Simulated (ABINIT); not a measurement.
# BeS (F-43m): G0W0 with ABINIT, start to end, part 3 of 3

How does a plane-wave GW calculation on BeS (F-43m) run from the first input to the gap?

ABINIT 10.8.3; PBE and many-body steps on it, plane waves. Known limits of the many-body steps: not at the basis limit; coarse k mesh.

So far. Step 4 (Empty states on the mesh, 4×4×4 mesh, 30 bands): On this mesh the gap is 3.114 eV. Step 5 (Screening, 4×4×4 mesh, 26 bands, screening to 108.8 eV): Local fields lower ε∞ by 14 %. On a Γ-centred mesh this coarse the value itself is usually too large, while a short band sum pulls it down.

The database entry behind the starting cell differs from later determinations by our own check (0.1 to 0.3 % short, probably kX units), so it need not match the best structure at ambient conditions.

## (6) Self-energy, 4×4×4 mesh, 26 bands, screening to 108.8 eV

The self-energy is evaluated for the states that the input lists, and the levels follow from it, in one-shot runs by the linearised quasiparticle equation.

This step: G0W0 on PBE, plane waves, norm-conserving pseudopotentials.

run.abi

```
acell 3*1.0 Angstrom
rprim 
  0.000000000000 2.425000000000 2.425000000000
  2.425000000000 -0.000000000000 2.425000000000
  2.425000000000 2.425000000000 -0.000000000000
ntypat 2
znucl 4 16
natom 2
typat 1 2
xred 
  0.000000000000 0.000000000000 0.000000000000
  0.250000000000 0.250000000000 0.250000000000
pp_dirpath "pseudos"
pseudos "Be.upf, S.upf"
ecut 38
ngkpt 4 4 4
nshiftk 1
shiftk 0 0 0
kptopt 1
chksymbreak 0
istwfk *1
occopt 1
irdwfk 1
optdriver 4
nband 26
gwcalctyp 0
ecutsigx 38
symsigma 1
nkptgw 2
kptgw 
  0.0000000000 0.0000000000 0.0000000000
  0.5000000000 0.5000000000 0.0000000000
bdgw 
  3 8
  4 7
ecuteps 4
irdscr 1
ppmodel 1
indata_prefix "in"
outdata_prefix "out"
tmpdata_prefix "tmp"
```

Launch:

```sh
$ OMP_NUM_THREADS=1 mpirun -n 4 abinit run.abi > log
```

Numbers of over 12 decimals in the logs are rounded to 6 here.

The program printed:

```text
.Version 10.8.3 of ABINIT. v10.8.2 released Aug 2026.

 Symmetries : space group F-4 3 m (#216); Bravais cF (face-center cubic)
[... echo of the input left out ...]
== DATASET  1 ==================================================================
-   mpi_nproc: 4, omp_nthreads: 1 (-1 if OMP is not activated)

--- !DatasetInfo
iteration_state: {dtset: 1, }
dimensions: {natom: 2, nkpt: 8, mband: 26, nsppol: 1, nspinor: 1, nspden: 1, mpw: 2180, }
cutoff_energies: {ecut:  38.0, pawecutdg:  -1.0, }
electrons: {nelect:   1.00000000E+01, charge:   0.00000000E+00, occopt:   1.00000000E+00, tsmear:   1.00000000E-02, }

 SIGMA: Calculation of the GW corrections

 Based on a program developped by R.W. Godby, V. Olevano, G. Onida, and L. Reining.
 Incorporated in ABINIT by V. Olevano, G.-M. Rignanese, and M. Torrent.
.Using double precision arithmetic ; gwpc =  8

[... cell and pseudopotentials left out ...]
--------------------------------------------------------------------------------

 ==== K-mesh for the wavefunctions ====
 Number of points in the irreducible wedge :     8
[... list of points left out ...]
 Together with 24 symmetry operations and time-reversal symmetry
 yields    64 points in the full Brillouin Zone.

 ==== Q-mesh for screening function ====
 Number of points in the irreducible wedge :     8
[... list of points left out ...]
 Together with 24 symmetry operations and time-reversal symmetry
 yields    64 points in the full Brillouin Zone.

 vcoul_init : cutoff-mode = AUXILIARY_FUNCTION
 q-points for optical limit:   1
     1)      0.000010    0.000020    0.000030
 setmesh: FFT mesh size selected  =    36x   36x   36
          total number of points  =        46656

 Number of electrons calculated from density =   10.0000; Expected =   10.0000
 average of density, n =  0.051956
 r_s =    1.6625
 omega_plasma =   21.9874 [eV]

 === KS Band Gaps ===
  >>>> For spin  1
   Minimum direct gap =   5.6639 [eV], located at k-point      :   0.0000  0.0000  0.0000
   Fundamental gap    =   3.1135 [eV], Top of valence bands at :   0.0000  0.0000  0.0000
                                       Bottom of conduction at :   0.5000  0.5000  0.0000
 SIGMA fundamental parameters:
 PLASMON POLE MODEL  1
 number of plane-waves for SigmaX                 2109
 number of plane-waves for SigmaC and W             65
 number of plane-waves for wavefunctions          2109
 number of bands                                    26
 number of independent spin polarizations            1
 number of spinorial components                      1
 number of k-points in IBZ                           8
 number of q-points in IBZ                           8
 number of symmetry operations                      24
 number of k-points in BZ                           64
 number of q-points in BZ                           64
 number of frequencies for dSigma/dE                 9
 frequency step for dSigma/dE [eV]                0.25
 number of omega for Sigma on real axis              0
 max omega for Sigma on real axis  [eV]           0.00
 zcut for avoiding poles [eV]                     0.10

 EPSILON^-1 parameters (SCR file):
 dimension of the eps^-1 matrix on file             65
 dimension of the eps^-1 matrix used                65
 number of plane-waves for wavefunctions          2109
 number of bands                                    26
 number of q-points in IBZ                           8
 number of frequencies                               2
 number of real frequencies                          1
 number of imag frequencies                          1

 matrix elements of self-energy operator (all in [eV])

 Perturbative Calculation

--- !SelfEnergy_ee
iteration_state: {dtset: 1, }
kpoint     : [   0.000,    0.000,    0.000, ]
spin       : 1
KS_gap     :    5.664
QP_gap     :    7.475
Delta_QP_KS:    1.811
data: !SigmaeeData |
     Band     E0 <VxcDFT>   SigX SigC(E0)      Z dSigC/dE  Sig(E)    E-E0       E
        3   3.822 -13.734 -16.694   2.291   0.800  -0.251 -14.269  -0.536   3.286
        4   3.822 -13.734 -16.694   2.291   0.800  -0.251 -14.269  -0.536   3.286
        5   3.822 -13.734 -16.694   2.291   0.800  -0.251 -14.269  -0.536   3.286
        6   9.486 -11.063  -5.752  -3.748   0.816  -0.226  -9.788   1.275  10.761
        7   9.486 -11.063  -5.752  -3.748   0.816  -0.226  -9.788   1.275  10.761
        8   9.486 -11.063  -5.752  -3.748   0.816  -0.226  -9.788   1.275  10.761

--- !SelfEnergy_ee
iteration_state: {dtset: 1, }
kpoint     : [   0.500,    0.500,    0.000, ]
spin       : 1
KS_gap     :    5.752
QP_gap     :    7.239
Delta_QP_KS:    1.487
data: !SigmaeeData |
     Band     E0 <VxcDFT>   SigX SigC(E0)      Z dSigC/dE  Sig(E)    E-E0       E
        4   1.183 -12.598 -16.427   2.867   0.790  -0.265 -13.358  -0.759   0.424
        5   1.183 -12.598 -16.427   2.867   0.790  -0.265 -13.358  -0.759   0.424
        6   6.935  -9.342  -5.026  -3.437   0.828  -0.208  -8.614   0.728   7.663
        7   8.740 -10.497  -5.690  -3.557   0.822  -0.216  -9.469   1.028   9.768

== END DATASET(S) ==============================================================
================================================================================

 -outvars: echo values of variables after computation  --------
           etotal      0.0000000000E+00
            nband          26
             nkpt           8
          spgroup         216
 [... the other variables as echoed above ...]

 Calculation completed.
```

Run time: 2.2 s. Hardware: 4 MPI ranks of Arm Neoverse V1, shared host; peak memory 0.12 GiB; 8.7 s of CPU time.

This step gave:

| Property | Result |
| --- | --- |
| G0W0 gap on the points computed | 4.377 eV |
| starting gap on the mesh | 3.114 eV |
| k of the valence top | 0, 0, 0 |
| k of the conduction bottom | 0.5, 0.5, 0 |
| Z at the valence top | 0.8 |
| Z at the conduction bottom | 0.828 |
| least direct G0W0 gap on the computed points | 7.239 eV |

The gap on the mesh goes from 3.11 eV to 4.38 eV, a correction of +1.26 eV.

Limits: finite bands, cutoff and mesh; coarse k mesh. v1 is the top filled band, c1 the lowest empty one. Levels before and after the correction, in eV, zero at the valence-band top of each column:

```
           conduction bottom  valence top
Kohn-Sham               3.11         0.00
     G0W0               4.38         0.00
```

```
                       level  energy (eV)
Kohn-Sham            Γ v3-v1        0.000
Kohn-Sham            Γ c1-c3        5.664
Kohn-Sham  (0.5 0.5 0) v2-v1       -2.638
Kohn-Sham     (0.5 0.5 0) c1        3.114
Kohn-Sham     (0.5 0.5 0) c2        4.918
     G0W0            Γ v3-v1        0.000
     G0W0            Γ c1-c3        7.475
     G0W0  (0.5 0.5 0) v2-v1       -2.862
     G0W0     (0.5 0.5 0) c1        4.377
     G0W0     (0.5 0.5 0) c2        6.482
```

## (7) Where the time went

Times are wall times on 4 MPI ranks of Arm Neoverse V1, shared host, good to a factor of about two.

```
                          step   time  share  memory (GiB)
                  ground state  6.5 s   31 %          0.31
bands along the symmetry lines  5.9 s   28 %           0.3
      empty states on the mesh  3.3 s   16 %          0.29
                     screening  3.1 s   15 %           0.4
                   self-energy  2.2 s   11 %          0.12
```

## (8) Summary of results

| Quantity | Value |
| --- | --- |
| PBE gap | 3.11 eV, indirect |
| G0W0 gap on the mesh | 4.38 eV |
| GW settings | 4×4×4 mesh, 26 bands, screening to 108.8 eV, Godby-Needs plasmon pole |
| known limits | not at the basis limit; coarse k mesh |

In words: G0W0 moves the gap on the mesh from 3.11 eV to 4.38 eV (+1.26 eV), with Z of 0.80 and 0.83 at the edges. Local fields lower the RPA ε∞ on this mesh from 6.64 to 5.74; a Γ-centred mesh this coarse tends to raise both, most where the direct gap is narrow, while a short band sum lowers them. Only 2 of the mesh's irreducible points were corrected, so a valley elsewhere could overtake. Bands and cutoff are finite, so the gap is not at the basis limit. The miss can reach some tenths of an eV and take either sign; the mesh is an error of its own. In the G0W0 run levels were corrected at 2 k points alone, so a gap called «on the mesh» is the least over those, and an edge elsewhere would be missed. The 4×4×4 mesh is coarse for this cell, which bears on the long-range parts of exchange and screening.

[Paths, hosts, dates, memory and timing lines, banners, echoed tables and standing remarks are left out of the program output.]

[Logs are printed without paths, hosts, clocks, repeated set-up lines and the standing remarks that a program may print on its own settings, such as how far it seeks lower states.]

[Runs of the session that timed out or met a known fault of the program may be left out.]

[Hosts, paths, dates, database ids (printed as entryN), source tags and the programs' standing remarks are cut or masked in the printed files.]

[G0W0 gaps are taken among the corrected bands and points alone; a level outside them can change the order at an edge.]

[Where Ansatz stands beside ABINIT at settings called matched, ABINIT's density can come from a denser mesh and the files from another edition; pairs whose starting gaps differed by over 0.03 eV were left out, so agreement reads better than it is.]
